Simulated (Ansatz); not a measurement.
CuO, 2 atoms in the cell. The typed cell holds 2 atoms: a = 2.993 Å, b = 2.993 Å, c = 2.993 Å, α = 60.00°, β = 60.00°, γ = 60.00°. The cell comes from a database or a generator and needn't be the stable form of this composition.

```yaml
Program: Ansatz 0.2.0
Task: band structure
Functional: LDA
Potentials_or_basis: Ansatz PAW
Cutoff: "420 eV (not typed: the program's choice for these potentials)"
k_mesh: 11 × 11 × 11
Occupations: fermi-dirac, width 0.05 eV
Spin: no spin polarisation
Hubbard_terms: Cu d U = 4.5 eV
Path: "[[\"G\", \"X\", \"W\", \"K\", \"G\", \"L\", \"U\", \"W\", \"L\", \"K\"], [\"U\", \"X\"]]"
Points_for_each_segment_of_the_path: 14
Hubbard_projectors: ortho-atomic (the default)
Double_counting: fll (the default)
```

Potentials or basis: Ansatz PAW.

Run with:

```console
$ ansatz run input.yaml --threads 2 --pin off --max-ram 5632MiB --backend cpu --events-out ev --progress --plain --runs-dir out
```

Hardware: 2 threads of Arm Neoverse V1, on a shared host.

Q: How long does it take, and how much memory?

A: It took 23 s on 2 threads of Arm Neoverse V1, with other jobs on the host, peak memory 0.57 GiB. Counts: scf iterations 8, plane waves 339, k points 666, bands 19.
